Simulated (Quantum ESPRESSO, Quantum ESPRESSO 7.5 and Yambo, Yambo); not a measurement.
# BaS (Fm-3m): G0W0 with and without spin-orbit coupling

Wanted: the effect of spin-orbit coupling on the quasiparticle gap of BaS (Fm-3m).

Main program and level: Quantum ESPRESSO 7.5 and Yambo 5.3.0; PBE and many-body steps on it, plane waves.

Report form: the programs' logs are mostly left out.

## (1) The starting structure

Symmetry: Fm-3m, No. 225, cubic system. Conventional cell: a = 6.388 Å, b = 6.388 Å, c = 6.388 Å, α = 90.00°, β = 90.00°, γ = 90.00°. Nearest to Ba lie 6 S at 3.19 Å. S has 6 Ba at 3.19 Å nearest. Farther neighbours and most contacts between anions are not listed.

The cell and positions come from the Crystallography Open Database and are kept as given unless a step says otherwise. Spin-orbit coupling is left out unless a step names it.

## (2) Empty states on the mesh, 4×4×4 mesh, 178 bands

This step: Quantum ESPRESSO 7.5; DFT, PBE, plane waves, norm-conserving pseudopotentials.

The sums over transitions need many empty states on a uniform mesh; this step solves for them.

The input, pw.in:

```
&control
  calculation = 'nscf'
  prefix = 'x'
  outdir = 'o'
  pseudo_dir = 'pseudo'
/
&system
  ibrav = 0
  nat = 2
  ntyp = 2
  ecutwfc = 40.0
  nbnd = 178
  force_symmorphic = .true.
/
&electrons
  conv_thr = 1e-9
  electron_maxstep = 80
  diago_full_acc = .true.
  diago_thr_init = 5e-6
/
ATOMIC_SPECIES
  Ba 137.33 Ba.upf
  S 32.06 S.upf
CELL_PARAMETERS angstrom
  0.0000000000 3.1937500000 3.1937500000
  3.1937500000 0.0000000000 3.1937500000
  3.1937500000 3.1937500000 0.0000000000
ATOMIC_POSITIONS crystal
  Ba 0.0000000000 0.0000000000 0.0000000000
  S 0.5000000000 0.5000000000 0.5000000000
K_POINTS automatic
  4 4 4 0 0 0
```

Started as:

```sh
> OMP_NUM_THREADS=1 mpirun -n 4 pw.x -nk 4 -in pw.in > pw.out
```

It took 8.9 s on 4 MPI ranks of Arm Neoverse V1, shared host; peak memory 0.3 GiB.

Numbers from this step:

- gap: 2.146 eV
- k of the valence top: 0, 0, 0
- k of the conduction bottom: 0, -0.5, -0.5
- least direct gap: 2.272 eV
- k points computed: 8
- lowest point of the top converged band, above the valence top: 100.1525 eV

On this mesh the gap is 2.146 eV.

The density comes from a self-consistent run that is not shown.

## (3) Conversion and set-up

This step: Yambo 5.3.0; conversion and set-up on PBE, plane waves, norm-conserving pseudopotentials.

The states are converted to the many-body program's format and the q mesh is built.

Started as:

```sh
> (cd o/x.save; p2y > p2y.log; mv SAVE ../..); yambo > setup.log
```

Elapsed: 2.1 s, on 1 MPI rank; peak memory 0.24 GiB.

## (4) Scalar-relativistic

Now the one-shot GW correction: screening in the RPA, then the self-energy of the levels asked for.

This step: G0W0 on PBE, plane waves, norm-conserving pseudopotentials.

The input, gw1.in:

```
HF_and_locXC
gw0
dyson
ppa
em1d
rim_cut
RandQpts= 1000000
RandGvec= 1 RL
EXXRLvcs= 40 Ry
VXCRLvcs= 160 Ry
Chimod= "HARTREE"
% BndsRnXp
 1 | 178 |
%
NGsBlkXp= 13 Ry
% LongDrXp
 1 | 1 | 1 |
%
% GbndRnge
 1 | 178 |
%
DysSolver= "n"
ExtendOut
PPAPntXp= 27.21138 eV
% QPkrange
 1 | 1 | 7 | 10 |
 7 | 7 | 7 | 10 |
%
```

Started as:

```sh
> OMP_NUM_THREADS=1 mpirun -n 4 yambo -F gw1.in -J gw1 -C gw1 > gw1.log
```

The job ended after 2.3 min (4 MPI ranks; peak memory 1.4 GiB; 9.2 min of CPU time).

Numbers from this step:

| Item | Value |
| --- | --- |
| G0W0 gap on the points computed | 3.580 eV |
| starting gap on the mesh | 2.146 eV |
| k of the valence top | 0, 0, 0 |
| k of the conduction bottom | 0, -0.5, -0.5 |
| least direct G0W0 gap on the computed points | 3.724 eV |
| Z at the valence top | 0.7899 |
| Z at the conduction bottom | 0.8334 |

The gap on the mesh goes from 2.15 eV to 3.58 eV, a correction of +1.43 eV.

## (5) Empty states on the mesh, 4×4×4 mesh, 356 bands

This step: Quantum ESPRESSO 7.5; DFT, PBE with spin-orbit coupling, plane waves, norm-conserving pseudopotentials.

Edit pw.in of step 2 so:

```diff
@@ -11,4 +11,6 @@
   ecutwfc = 40.0
-  nbnd = 178
+  nbnd = 356
   force_symmorphic = .true.
+  noncolin = .true.
+  lspinorb = .true.
 /
```

Started as:

```sh
> OMP_NUM_THREADS=1 mpirun -n 4 pw.x -nk 4 -in pw.in > pw.out
```

Elapsed: 52 s, on 4 MPI ranks; peak memory 0.7 GiB.

Numbers from this step:

| Property | Result |
| --- | --- |
| gap | 2.099 eV |
| k of the valence top | 0, 0, 0 |
| k of the conduction bottom | 0, -0.5, -0.5 |
| least direct gap | 2.189 eV |
| k points computed | 8 |
| lowest point of the top converged band, above the valence top | 100.0987 eV |

On this mesh the gap is 2.099 eV.

The density comes from a self-consistent run that is not shown, made with spin-orbit coupling and fully relativistic files.

## (6) Conversion and set-up

This step: Yambo 5.3.0; conversion and set-up on PBE with spin-orbit coupling, plane waves, norm-conserving pseudopotentials.

Started as:

```sh
> (cd o/x.save; p2y > p2y.log; mv SAVE ../..); yambo > setup.log
```

Wall time 2.7 s (1 MPI rank); peak memory 0.24 GiB.

## (7) With spin-orbit coupling

This step: G0W0 on PBE with spin-orbit coupling, plane waves, norm-conserving pseudopotentials.

The input, gw4.in:

```
HF_and_locXC
gw0
dyson
ppa
em1d
rim_cut
RandQpts= 1000000
RandGvec= 1 RL
EXXRLvcs= 40 Ry
VXCRLvcs= 160 Ry
Chimod= "HARTREE"
% BndsRnXp
 1 | 356 |
%
NGsBlkXp= 13 Ry
% LongDrXp
 1 | 1 | 1 |
%
% GbndRnge
 1 | 356 |
%
DysSolver= "n"
ExtendOut
PPAPntXp= 27.21138 eV
% QPkrange
 1 | 1 | 13 | 20 |
 7 | 7 | 13 | 20 |
%
```

Started as:

```sh
> OMP_NUM_THREADS=2 mpirun -n 2 yambo -F gw4.in -J gw4 -C gw4 > gw4.log
```

Run time: 9.7 min. Hardware: 2 MPI ranks; peak memory 1.3 GiB; 38 min of CPU time.

Numbers from this step:

| Item | Value |
| --- | --- |
| G0W0 gap on the points computed | 3.527 eV |
| starting gap on the mesh | 2.099 eV |
| k of the valence top | 0, 0, 0 |
| k of the conduction bottom | 0, -0.5, -0.5 |
| least direct G0W0 gap on the computed points | 3.630 eV |
| Z at the valence top | 0.7901 |
| Z at the conduction bottom | 0.8333 |

Against G0W0 in Yambo (4×4×4 mesh, 178 bands, screening to 176.9 eV, Godby-Needs plasmon pole), the gap moves by −0.053 eV.

## (8) The runs together

Times are wall times on the hardware named with each run, good to a factor of about two.

```tsv
run	mesh	bands	screening cutoff (eV)	DFT gap (eV)	gap on the mesh (eV)	direct (eV)	time
scalar-relativistic	4×4×4	178	176.9	2.146	3.580	3.724	2.3 min
with spin-orbit coupling	4×4×4	356	176.9	2.099	3.527	3.630	9.7 min
```

## (9) Outcome

```
scalar-relativistic      : 3.580 eV
with spin-orbit coupling : 3.527 eV
known limits             : not at the basis limit; no spin-orbit coupling in some runs
```

In words: With spin-orbit coupling: −0.053 eV against scalar-relativistic, −0.047 eV of it in the start. Bands and cutoff are finite, so the gap is not at the basis limit. The miss can reach some tenths of an eV and take either sign; the mesh is an error of its own. In the G0W0 runs levels were corrected at 2 k points alone, so a gap called «on the mesh» is the least over those, and an edge elsewhere would be missed.

[Paths, hosts, dates, memory and timing lines, banners, echoed tables and standing remarks are left out of the program output.]

[Logs are printed without paths, hosts, clocks, repeated set-up lines and the standing remarks that a program may print on its own settings, such as how far it seeks lower states.]

[Runs of the session that timed out or met a known fault of the program may be left out.]

[Hosts, paths, dates, database ids (printed as entryN), source tags and the programs' standing remarks are cut or masked in the printed files.]
